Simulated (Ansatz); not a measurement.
# Mg: stiffness from strained cells, part 2 of 3

Aim: the elastic tensor from the stress of slightly strained cells, and the moduli that follow. Runs: cell and atoms relaxed (PAW); reference run (PAW and LAPW); strain amplitude 0.04 (PAW).

Ansatz 0.2.0; DFT PBEsol. The steps go on from the part before.

## (3) Reference run, PAW

Contents of input.yaml:

```yaml
crystal:
  lattice:
    - [3.18164044962, 0.0, 0.0]
    - [-1.59082022481, 2.75538145508, 0.0]
    - [0.0, 0.0, 5.13949072488]
  atoms:
    - { symbol: Mg, position: [0.333333333333, 0.666666666667, 0.25] }
    - { symbol: Mg, position: [0.666666666667, 0.333333333333, 0.75] }
kpoints:
  mp_grid: { grid: [16, 16, 8] }
scf:
  occupations: { method: fermi_dirac, width: 0.1 }
hamiltonian:
  xc: pbesol
  pseudopotentials: { kind: paw }
elastic:
  mode: relaxed_ion
  stencil: four_point
  amplitude: 0.003
```

Run with:

```bash
ansatz run input.yaml --threads 1 --pin off --max-ram 2048MiB --backend cpu --events-out ev --progress --plain --runs-dir out
```

Log:

```text
Engine: ansatz 0.2.0
Pseudopotentials: kind: paw
Pseudopotential: Mg, paw, valence charge 10, recommended cutoff 420 eV (normal), Mg.paw.azcp
Functional definition: PBEsol
  exchange = pbesol_x
  correlation = pbesol_c
Crystal: 2 atoms, lattice volume = 45.056 Å³
Basis set: ecut = 420 eV, 881 PW (Γ), exchange–correlation on 48×48×72 points (8 copies of the dense FFT grid, shifted against one another)
Bands: 14, of which v1, the nominal top of the filled ones, is band 10 counted from 1 (9 counted from 0)
Symmetry: 24 space group operations
Space group: P63/mmc (ITA 194), of the structure as read, at distance tolerance 3.6e-5 Å
k-points: 150 of 2048
Non-local potential: Mg, projectors of the file, l = 0: 3, l = 1: 2, l = 2: 1
PAW form: soft (Blöchl's): semilocal exchange-correlation on the pseudo side does not see the compensation charge
PAW frozen core: Mg, regenerated for the run's functional, and the local potential with it (the file was generated under x = pbe(κ = 0.804, μ = 0.2195149727645171), c = pbe(β = 0.06672455060314922))
PAW one-centre angular grid: Mg, 110 points (default); XC on 64 Gauss nodes
Initial density: superposition of atomic densities (neutral atoms: chi_scale 0, normalization atom), corrected by the library's trained network
Initial wavefunctions: pseudopotential atomic-orbital guess
Functional: x = pbesol(κ = 0.804, μ = 0.12345679012345678), c = pbesol(β = 0.046)
SCF iter   1: F=—  HF=-3824.114034 eV  |F-HF|=—  |Δ(HF+E_count)|=         —  Δρ=2.02e-3  dr2=9.15e-4  ethr=1.77e-3  ⟨swp⟩=5.0  Hψ=10474  notcnv=0
preconditioner: auto → none  [metal: Δε(μ)=0.006 eV  Ē_g=6.986 eV  σ=0.100 eV  W_gap=0.02  n_scr=8 (ndim 8)  ℏωp=11.1 eV  f_vac=0.000  D(μ)=0.91/eV (n_scr^D=2)  sad-step TF]
SCF iter   2: F=—  HF=-3824.112775 eV  |F-HF|=—  |Δ(HF+E_count)|=   1.26e-3  Δρ=9.16e-4  dr2=2.53e-4  ethr=4.57e-6  ⟨swp⟩=2.3  Hψ=4811  notcnv=0
SCF iter   3: F=—  HF=-3824.112679 eV  |F-HF|=—  |Δ(HF+E_count)|=   9.58e-5  Δρ=1.47e-4  dr2=8.92e-6  ethr=1.27e-6  ⟨swp⟩=2.0  Hψ=3539  notcnv=0
SCF iter   4: F=—  HF=-3824.112674 eV  |F-HF|=—  |Δ(HF+E_count)|=   5.28e-6  Δρ=4.19e-5  dr2=3.80e-7  ethr=4.46e-8  ⟨swp⟩=2.0  Hψ=3428  notcnv=0
SCF iter   5: F=—  HF=-3824.112673 eV  |F-HF|=—  |Δ(HF+E_count)|=   7.99e-7  Δρ=9.66e-6  dr2=2.10e-8  ethr=1.90e-9  ⟨swp⟩=2.0  Hψ=3503  notcnv=0
SCF iter   6: F=—  HF=-3824.112673 eV  |F-HF|=—  |Δ(HF+E_count)|=   1.56e-8  Δρ=4.27e-7  dr2=3.55e-11  ethr=1.05e-10  ⟨swp⟩=2.0  Hψ=3528  notcnv=0
SCF iter   7: F=—  HF=-3824.112673 eV  |F-HF|=—  |Δ(HF+E_count)|=  4.09e-12  Δρ=8.39e-8  dr2=1.35e-12  ethr=1.77e-13 (applied; sched 1.00e-12)  ⟨swp⟩=2.0  Hψ=3503  notcnv=0
SCF iter   8: F=-3824.112673 eV  HF=-3824.112673 eV  |F-HF|=4.55e-13  |Δ(HF+E_count)|=  2.27e-12  Δρ=3.00e-9  dr2=2.68e-15  ethr=1.00e-12  ⟨swp⟩=4.0  Hψ=6782  notcnv=0
SCF 1 converged in 8 iterations: F = -3824.112673 eV  dr2 = 2.68e-15
Crystal: 2 atoms, lattice volume = 44.786 Å³
Basis set: ecut = 420 eV, 877 PW (Γ), exchange–correlation on 48×48×72 points (8 copies of the dense FFT grid, shifted against one another)
Symmetry: 8 space group operations
k-points: 365 of 2048
Initial density: handed on by an earlier stage of this run
Initial wavefunctions: pseudopotential atomic-orbital guess (no wavefunctions were taken with the density)
iter 1 solved again at ethr=7.37e-5 eV; its pass at ethr=3.10e-3 eV (dr2=1.47e-2 eV) is discarded
SCF iter   1: F=—  HF=-3824.111868 eV  |F-HF|=—  |Δ(HF+E_count)|=         —  Δρ=1.17e-2  dr2=1.50e-2  ethr=7.37e-5  ⟨swp⟩=1.1  Hψ=33283  notcnv=0
preconditioner: auto → none  [metal: Δε(μ)=0.008 eV  Ē_g=7.015 eV  σ=0.100 eV  W_gap=0.02  n_scr=8 (ndim 8)  ℏωp=11.1 eV  f_vac=0.000  D(μ)=0.90/eV (n_scr^D=2)]
SCF iter   2: F=—  HF=-3824.111499 eV  |F-HF|=—  |Δ(HF+E_count)|=   3.69e-4  Δρ=5.15e-3  dr2=2.58e-3  ethr=7.37e-5  ⟨swp⟩=2.0  Hψ=7877  notcnv=0
SCF iter   3: F=—  HF=-3824.112263 eV  |F-HF|=—  |Δ(HF+E_count)|=   7.64e-4  Δρ=6.51e-4  dr2=3.54e-5  ethr=1.29e-5  ⟨swp⟩=2.0  Hψ=8563  notcnv=0
SCF iter   4: F=—  HF=-3824.112287 eV  |F-HF|=—  |Δ(HF+E_count)|=   2.43e-5  Δρ=3.93e-5  dr2=3.29e-7  ethr=1.77e-7  ⟨swp⟩=2.0  Hψ=8788  notcnv=0
SCF iter   5: F=—  HF=-3824.112287 eV  |F-HF|=—  |Δ(HF+E_count)|=   2.12e-7  Δρ=1.42e-6  dr2=3.43e-10  ethr=1.65e-9  ⟨swp⟩=2.1  Hψ=8692  notcnv=0
SCF iter   6: F=—  HF=-3824.112287 eV  |F-HF|=—  |Δ(HF+E_count)|=  2.82e-10  Δρ=1.33e-7  dr2=3.92e-12  ethr=1.71e-12  ⟨swp⟩=2.0  Hψ=8852  notcnv=0
SCF iter   7: F=-3824.112287 eV  HF=-3824.112287 eV  |F-HF|=2.27e-12  |Δ(HF+E_count)|=  3.18e-12  Δρ=6.71e-9  dr2=8.54e-15  ethr=1.00e-12  ⟨swp⟩=5.0  Hψ=18483  notcnv=0
SCF 2 converged in 7 iterations: F = -3824.112287 eV  dr2 = 8.54e-15
relax step   1: F+E_penalty+E_count = -3824.11228712 eV  Δ(F+E_penalty+E_count) = +0.000e0 eV  max|allowed force component| = 5.308e-3 eV/Å  Δτ_max = 0.0000 Å  (7 SCF iters, accepted)
Initial wavefunctions: those handed on with the density
iter 1 solved again at ethr=4.98e-9 eV; its pass at ethr=3.10e-3 eV (dr2=9.95e-7 eV) is discarded
SCF iter   1: F=—  HF=-3824.112310 eV  |F-HF|=—  |Δ(HF+E_count)|=         —  Δρ=4.84e-5  dr2=1.20e-6  ethr=4.98e-9  ⟨swp⟩=3.0  Hψ=32043  notcnv=0
preconditioner: auto → none  [metal: Δε(μ)=0.004 eV  Ē_g=7.015 eV  σ=0.100 eV  W_gap=0.01  n_scr=8 (ndim 8)  ℏωp=11.1 eV  f_vac=0.000  D(μ)=0.90/eV (n_scr^D=2)]
SCF iter   2: F=—  HF=-3824.112305 eV  |F-HF|=—  |Δ(HF+E_count)|=   5.31e-6  Δρ=2.28e-5  dr2=2.46e-7  ethr=4.98e-9  ⟨swp⟩=1.0  Hψ=5110  notcnv=0
SCF iter   3: F=—  HF=-3824.112305 eV  |F-HF|=—  |Δ(HF+E_count)|=   4.93e-8  Δρ=2.10e-6  dr2=9.55e-10  ethr=1.23e-9  ⟨swp⟩=2.0  Hψ=8048  notcnv=0
SCF iter   4: F=—  HF=-3824.112305 eV  |F-HF|=—  |Δ(HF+E_count)|=  5.58e-10  Δρ=1.90e-7  dr2=1.06e-11  ethr=4.77e-12  ⟨swp⟩=2.0  Hψ=5889  notcnv=0
SCF iter   5: F=—  HF=-3824.112305 eV  |F-HF|=—  |Δ(HF+E_count)|=  7.28e-12  Δρ=2.97e-8  dr2=2.25e-13  ethr=5.29e-14 (applied; sched 1.00e-12)  ⟨swp⟩=2.0  Hψ=8885  notcnv=0
SCF iter   6: F=-3824.112305 eV  HF=-3824.112305 eV  |F-HF|=9.09e-13  |Δ(HF+E_count)|=    0.00e0  Δρ=4.70e-9  dr2=3.41e-15  ethr=1.00e-12  ⟨swp⟩=4.0  Hψ=15883  notcnv=0
SCF 3 converged in 6 iterations: F = -3824.112305 eV  dr2 = 3.41e-15
relax step   2: F+E_penalty+E_count = -3824.11230487 eV  Δ(F+E_penalty+E_count) = -1.775e-5 eV  max|allowed force component| = 1.395e-3 eV/Å  Δτ_max = 0.0026 Å  (6 SCF iters, accepted)
SCF iter   1: F=—  HF=-3824.112312 eV  |F-HF|=—  |Δ(HF+E_count)|=         —  Δρ=1.73e-5  dr2=1.52e-7  ethr=7.62e-9  ⟨swp⟩=8.1  Hψ=28520  notcnv=0
SCF iter   2: F=—  HF=-3824.112306 eV  |F-HF|=—  |Δ(HF+E_count)|=   5.36e-6  Δρ=8.11e-6  dr2=3.11e-8  ethr=7.60e-10  ⟨swp⟩=2.0  Hψ=9681  notcnv=0
SCF iter   3: F=—  HF=-3824.112306 eV  |F-HF|=—  |Δ(HF+E_count)|=   6.10e-9  Δρ=7.45e-7  dr2=1.32e-10  ethr=1.56e-10  ⟨swp⟩=2.0  Hψ=8042  notcnv=0
SCF iter   4: F=—  HF=-3824.112306 eV  |F-HF|=—  |Δ(HF+E_count)|=  8.23e-11  Δρ=1.24e-7  dr2=2.94e-12  ethr=6.58e-13 (applied; sched 1.00e-12)  ⟨swp⟩=3.0  Hψ=9035  notcnv=0
SCF iter   5: F=-3824.112306 eV  HF=-3824.112306 eV  |F-HF|=4.55e-13  |Δ(HF+E_count)|=  4.55e-13  Δρ=1.45e-8  dr2=4.08e-14  ethr=1.00e-12  ⟨swp⟩=4.9  Hψ=18410  notcnv=0
SCF 4 converged in 5 iterations: F = -3824.112306 eV  dr2 = 4.08e-14
relax step   3: F+E_penalty+E_count = -3824.11230618 eV  Δ(F+E_penalty+E_count) = -1.306e-6 eV  max|allowed force component| = 1.043e-5 eV/Å  Δτ_max = 0.0009 Å  (5 SCF iters, accepted)
[... 21 lines left out ...]
relax step   1: F+E_penalty+E_count = -3824.11255900 eV  Δ(F+E_penalty+E_count) = +0.000e0 eV  max|allowed force component| = 2.642e-3 eV/Å  Δτ_max = 0.0000 Å  (7 SCF iters, accepted)
[... 9 lines left out ...]
relax step   2: F+E_penalty+E_count = -3824.11256373 eV  Δ(F+E_penalty+E_count) = -4.735e-6 eV  max|allowed force component| = 2.481e-5 eV/Å  Δτ_max = 0.0018 Å  (6 SCF iters, accepted)
[... 17 lines left out ...]
relax step   1: F+E_penalty+E_count = -3824.11265030 eV  Δ(F+E_penalty+E_count) = +0.000e0 eV  max|allowed force component| = 4.569e-5 eV/Å  Δτ_max = 0.0000 Å  (8 SCF iters, accepted)
[... 20 lines left out ...]
relax step   1: F+E_penalty+E_count = -3824.11258301 eV  Δ(F+E_penalty+E_count) = +0.000e0 eV  max|allowed force component| = 1.824e-4 eV/Å  Δτ_max = 0.0000 Å  (8 SCF iters, accepted)
iter 1 solved again at ethr=3.92e-11 eV; its pass at ethr=3.10e-3 eV (dr2=7.84e-9 eV) is discarded
SCF iter   1: F=—  HF=-3824.112589 eV  |F-HF|=—  |Δ(HF+E_count)|=         —  Δρ=1.76e-6  dr2=1.50e-9  ethr=3.92e-11  ⟨swp⟩=3.1  Hψ=53901  notcnv=0
SCF iter   2: F=—  HF=-3824.112583 eV  |F-HF|=—  |Δ(HF+E_count)|=   5.72e-6  Δρ=8.45e-7  dr2=3.22e-10  ethr=7.51e-12  ⟨swp⟩=2.0  Hψ=13553  notcnv=0
SCF iter   3: F=—  HF=-3824.112583 eV  |F-HF|=—  |Δ(HF+E_count)|=  6.46e-11  Δρ=1.83e-7  dr2=1.08e-11  ethr=1.61e-12  ⟨swp⟩=2.0  Hψ=12215  notcnv=0
SCF iter   4: F=—  HF=-3824.112583 eV  |F-HF|=—  |Δ(HF+E_count)|=  4.55e-12  Δρ=4.90e-8  dr2=8.43e-13  ethr=5.39e-14 (applied; sched 1.00e-12)  ⟨swp⟩=2.0  Hψ=13353  notcnv=0
SCF iter   5: F=—  HF=-3824.112583 eV  |F-HF|=—  |Δ(HF+E_count)|=  4.55e-13  Δρ=1.82e-8  dr2=2.63e-13  ethr=1.00e-12  ⟨swp⟩=4.6  Hψ=26035  notcnv=0
SCF iter   6: F=-3824.112583 eV  HF=-3824.112583 eV  |F-HF|=0.00e0  |Δ(HF+E_count)|=  1.36e-12  Δρ=8.48e-9  dr2=4.01e-14  ethr=1.00e-12  ⟨swp⟩=4.1  Hψ=22349  notcnv=0
SCF 27 converged in 6 iterations: F = -3824.112583 eV  dr2 = 4.01e-14
relax step   2: F+E_penalty+E_count = -3824.11258303 eV  Δ(F+E_penalty+E_count) = -2.093e-8 eV  max|allowed force component| = 4.984e-5 eV/Å  Δτ_max = 0.0001 Å  (6 SCF iters, accepted)
iter 1 solved again at ethr=1.00e-12 eV; its pass at ethr=3.10e-3 eV (dr2=1.18e-10 eV) is discarded
SCF iter   1: F=—  HF=-3824.112589 eV  |F-HF|=—  |Δ(HF+E_count)|=         —  Δρ=6.44e-7  dr2=1.26e-10  ethr=1.00e-12  ⟨swp⟩=2.3  Hψ=50376  notcnv=0
SCF iter   2: F=—  HF=-3824.112583 eV  |F-HF|=—  |Δ(HF+E_count)|=   5.72e-6  Δρ=3.33e-7  dr2=3.51e-11  ethr=6.30e-13 (applied; sched 1.00e-12)  ⟨swp⟩=3.1  Hψ=14891  notcnv=0
SCF iter   3: F=—  HF=-3824.112583 eV  |F-HF|=—  |Δ(HF+E_count)|=  5.00e-12  Δρ=2.14e-7  dr2=1.44e-11  ethr=1.75e-13 (applied; sched 1.00e-12)  ⟨swp⟩=1.0  Hψ=7756  notcnv=0
SCF iter   4: F=—  HF=-3824.112583 eV  |F-HF|=—  |Δ(HF+E_count)|=  2.73e-12  Δρ=1.36e-7  dr2=5.74e-12  ethr=7.21e-14 (applied; sched 1.00e-12)  ⟨swp⟩=1.0  Hψ=7756  notcnv=0
SCF iter   5: F=—  HF=-3824.112583 eV  |F-HF|=—  |Δ(HF+E_count)|=  9.09e-13  Δρ=1.02e-7  dr2=3.13e-12  ethr=2.87e-14 (applied; sched 1.00e-12)  ⟨swp⟩=1.0  Hψ=7756  notcnv=0
SCF iter   6: F=—  HF=-3824.112583 eV  |F-HF|=—  |Δ(HF+E_count)|=  2.73e-12  Δρ=5.94e-8  dr2=1.07e-12  ethr=1.57e-14 (applied; sched 1.00e-12)  ⟨swp⟩=1.0  Hψ=7756  notcnv=0
SCF iter   7: F=—  HF=-3824.112583 eV  |F-HF|=—  |Δ(HF+E_count)|=    0.00e0  Δρ=3.99e-8  dr2=4.83e-13  ethr=5.35e-15 (applied; sched 1.00e-12)  ⟨swp⟩=1.0  Hψ=7756  notcnv=0
SCF iter   8: F=—  HF=-3824.112583 eV  |F-HF|=—  |Δ(HF+E_count)|=  9.09e-13  Δρ=2.65e-8  dr2=2.12e-13  ethr=2.42e-15 (applied; sched 1.00e-12)  ⟨swp⟩=1.0  Hψ=7756  notcnv=0
SCF iter   9: F=-3824.112583 eV  HF=-3824.112583 eV  |F-HF|=1.36e-12  |Δ(HF+E_count)|=    0.00e0  Δρ=9.13e-9  dr2=2.52e-14  ethr=1.00e-12  ⟨swp⟩=4.0  Hψ=22302  notcnv=0
SCF 28 converged in 9 iterations: F = -3824.112583 eV  dr2 = 2.52e-14
SCF converged after 8 iterations
Free energy (F): -3824.112673 eV
Harris-Foulkes:  -3824.112673 eV  (|F-HF|=4.55e-13)
Internal energy: -3824.083302 eV  (E = F + TS)
E sigma→0 (E₀):  -3824.097987 eV
Entropy (-TS):   -0.029371 eV (-14.685 meV/atom)
Fermi energy:    5.776806 eV
--- Per-component energies (eV) ---
  E_band       = -709.054434
  E_kinetic    = 149.960794
  E_local      = -3226.040655  (includes V_loc(G=0)·N_el)
  E_nonlocal   = 192.724464
  E_hartree    = 1150.539337
  E_xc         = -56.357811
  E_vxc        = -73.069427  (∫ρ·V_xc dr)
  E_paw        = -562.520292  (= ΣΔE_a)
  E_vpaw       = -53.708276  (= ΣTr[D̂ρ^β])
  E_aug_tail   = -0.000005  (compensation charges beyond the density's cutoff)
  E_ewald      = -1472.506858
  E_core_change = 0.117725  (= ΣΔE_core)
  E_smearing   = -0.029371  (= −TS)
  E_closure    = -0.000000  (closes the sum)
  Σ components = -3824.112673   (vs F -3824.112673, Δ=0.00e0)
--- Forces (eV/Å), atoms counted from 1 ---
  atom   1  Mg    -0.00000000     0.00000000     0.00000000
  atom   2  Mg     0.00000000    -0.00000000    -0.00000000
  max |Σ_I F_I| component: 0.00e0 eV/Å
--- Stress (GPa, compression-positive) ---
        0.042274      -0.000000       0.000000
       -0.000000       0.042274       0.000000
        0.000000       0.000000      -0.029146
  P = ⅓ Tr σ = 0.0185 GPa (0.185 kbar)
--- Band table (eV; the first three rows and the last of 150) ---
  k-point 0: bands = ["-69.8617", "-69.8583", "-36.8219", "-36.7905", "-36.7905", "-36.7857", "-36.7850", "-36.7850", "-1.2486", "4.0778", "4.5690", "16.7532", "16.7532", "16.8888"]
  k-point 1: bands = ["-69.8616", "-69.8584", "-36.8205", "-36.7903", "-36.7903", "-36.7871", "-36.7852", "-36.7852", "-1.1590", "3.0234", "5.7770", "16.8233", "16.8233", "16.8653"]
  k-point 2: bands = ["-69.8612", "-69.8588", "-36.8166", "-36.7911", "-36.7897", "-36.7897", "-36.7858", "-36.7858", "-0.8910", "1.9146", "7.3466", "14.9567", "17.0256", "17.0256"]
  k-point 149: bands = ["-69.8577", "-69.8577", "-36.8139", "-36.8139", "-36.8051", "-36.8051", "-36.7923", "-36.7923", "5.5969", "5.5969", "6.6286", "6.6286", "7.5490", "7.5490"]
--- Elastic constants: 3 strain directions × 4 members + reference (group order 24) ---
  dense FFT box of the reference and of every strained cell: 24×24×36
  strains applied: 11, 33, 23; error gains: componentwise 1.00 (the most a stress slope's error grows in a printed constant), spectral 1.41 (1 for all six strains in a standard setting)
  C = ∂σ_k/∂η_j (tension-positive GPa; Voigt order 11 22 33 23 13 12):
        57.461     31.809     23.299      0.000      0.000     -0.000
        31.809     57.461     23.299      0.000     -0.000     -0.000
        23.230     23.230     64.092     -0.000      0.000      0.000
         0.000     -0.000     -0.000     17.702      0.000      0.000
        -0.000      0.000     -0.000      0.000     17.702     -0.000
         0.000     -0.000     -0.000     -0.000      0.000     12.826
  reference stress σ⁰ (GPa):     -0.042     -0.042      0.029     -0.000     -0.000      0.000
  C* (energy form; C + prestress term) asymmetry max|C*_kj − C*_jk| = 2.037e-3 GPa — a small one proves nothing (zero by symmetry where the batch's group is 432, −43m or m−3m); a large one is finite-difference/SCF noise where every solve meets its electron count
  moduli (Voigt/Reuss/Hill, GPa): K = 37.30/37.29/37.30   G = 16.36/15.77/16.06   E = 42.14   ν = 0.312
  mechanically stable: yes (min eigenvalue of sym C = 12.83 GPa)
  the stresses are not corrected for the forces that the relaxations left standing (`elastic.f_tol`)
  strain η (Voigt 11):  stress-route row diagonal C_11 = 57.46 GPa, energy-path curvature d²(F+E_count+ΔE)/dδ²/Ω₀ = 57.42 GPa
    cells at ±δ against ±2δ: C11 57.47 and 57.49 GPa, apart by 0.03 % of the column's largest entry
         δ    σ_11 (GPa)             F (eV)   n_scf  n_hpsi   n_pw
    -6.000e-3      -0.3948       -3824.1123062       8   89407    889   relax 3 steps, max|allowed force component| 1.04e-5 eV/Å
    -3.000e-3      -0.2166       -3824.1125637       8   89854    894   relax 2 steps, max|allowed force component| 2.48e-5 eV/Å
     3.000e-3       0.1282       -3824.1126360       8   89900    900   relax 2 steps, max|allowed force component| 2.04e-5 eV/Å
     6.000e-3       0.2950       -3824.1124574       8   90198    902   relax 2 steps, max|allowed force component| 2.08e-5 eV/Å
  strain η (Voigt 33):  stress-route row diagonal C_33 = 64.09 GPa, energy-path curvature d²(F+E_count+ΔE)/dδ²/Ω₀ = 64.09 GPa
    cells at ±δ against ±2δ: C33 64.10 and 64.11 GPa, apart by 0.03 % of the column's largest entry
         δ    σ_33 (GPa)             F (eV)   n_scf  n_hpsi   n_pw
    -6.000e-3      -0.3776       -3824.1123850       6   35332    898   relax 0 steps, max|allowed force component| 2.78e-17 eV/Å
    -3.000e-3      -0.1687       -3824.1126148       3   29272    898   relax 0 steps, max|allowed force component| 9.25e-18 eV/Å
     3.000e-3       0.2159       -3824.1125684       3   28711    905   relax 0 steps, max|allowed force component| 3.70e-17 eV/Å
     6.000e-3       0.3917       -3824.1123114       5   31383    905   relax 0 steps, max|allowed force component| 6.48e-17 eV/Å
  strain η (Voigt 23):  stress-route row diagonal C_44 = 17.70 GPa, energy-path curvature d²(F+E_count+ΔE)/dδ²/Ω₀ = 17.70 GPa
    cells at ±δ against ±2δ: C44 17.70 and 17.71 GPa, apart by 0.03 % of the column's largest entry
         δ    σ_23 (GPa)             F (eV)   n_scf  n_hpsi   n_pw
    -6.000e-3      -0.1063       -3824.1125830       9  141954    897   relax 2 steps, max|allowed force component| 4.98e-5 eV/Å
    -3.000e-3      -0.0531       -3824.1126503       9  141926    898   relax 1 steps, max|allowed force component| 4.57e-5 eV/Å
     3.000e-3       0.0531       -3824.1126503       8  136480    898   relax 1 steps, max|allowed force component| 4.57e-5 eV/Å
     6.000e-3       0.1063       -3824.1125830       9  141879    897   relax 2 steps, max|allowed force component| 4.98e-5 eV/Å
```

Run time: 3.2 min. Hardware: 1 thread of Intel Xeon Platinum 8375C at 2.90GHz (Ice Lake), shared host; peak memory 0.64 GiB.

C in GPa (Voigt order xx, yy, zz, yz, xz, xy):

```
57.5 31.8 23.3  0.0  0.0  0.0
31.8 57.5 23.3  0.0  0.0  0.0
23.3 23.3 64.1  0.0  0.0  0.0
 0.0  0.0  0.0 17.7  0.0  0.0
 0.0  0.0  0.0  0.0 17.7  0.0
 0.0  0.0  0.0  0.0  0.0 12.8
```

(Part 2 of 3 ends here.)
